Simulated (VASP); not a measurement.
Crystal: Mg2ZnO3.

```
Mg Zn O
1.0
     3.73364    0.00000    0.00000
     0.00000    3.73364    0.00000
     0.00000    0.00000    6.70384
Mg Zn O
2 1 3
Direct
  0.00000 0.00000 0.50000
  0.50000 0.50000 0.50000
  0.00000 0.00000 0.00000
  0.00000 0.00000 0.27374
  0.00000 0.00000 0.72626
  0.50000 0.50000 0.00000
```

The cell was built by a generator and needn't be a form met in nature.

```yaml
Program: VASP 6.6.1
Task: relaxation of cell and atoms
Functional: PBE
Potentials_or_basis: VASP PAW PBE potentials, release 64 (Mg, Zn, O)
Cutoff: 520 eV
k_mesh: 4 × 4 × 2
Occupations: gaussian, width 0.15 eV
Spin: no spin polarisation
```

At the start: pressure 20.5 GPa; volume 15.58 Å³/atom.

**Question.** Where does the relaxation end?

**Answer.** Over 15 steps the energy falls by 373.6 meV/atom and the volume is 18.09 Å³/atom (+16.1 %); space group P4/mmm (No. 123, to 0.05 Å).

The path:
```tsv
step	energy change (eV)	largest force (eV/Å)	pressure (GPa)	volume (Å³)
1	0.0000	11.1751	20.45	93.45
2	2.7350	5.6117	0.25	120.88
3	0.9567	4.9885	-1.37	114.36
4	-0.2833	4.8199	-1.80	109.16
5	-1.8787	3.1006	1.35	101.26
6	-2.0654	0.4239	6.07	97.34
7	-2.0875	1.4851	4.02	98.53
8	-2.0899	1.2748	4.85	98.27
9	-2.1884	0.0202	-1.01	104.72
10	-2.2064	0.2620	0.42	102.75
11	-2.2211	0.2690	0.94	103.57
12	-2.2212	0.3232	0.96	103.65
13	-2.2336	0.2041	0.43	105.39
14	-2.2382	0.1348	0.21	106.42
15	-2.2417	0.0139	-0.37	108.51
```

Final structure:
```
Mg Zn O
1.0
     3.89667    0.00000    0.00000
     0.00000    3.89667    0.00000
     0.00000    0.00000    7.14631
Mg Zn O
2 1 3
Cartesian
  3.8967 3.8967 3.5732
  1.9483 1.9483 3.5732
  3.8967 3.8967 0.0000
  0.0000 0.0000 1.8085
  0.0000 0.0000 5.3379
  1.9483 1.9483 0.0000
```

Caveat: the k mesh is coarse (spacing up to 0.47 Å⁻¹), so the values aren't converged; the volume moved by over 15 % at a fixed basis, so the end points are rough.
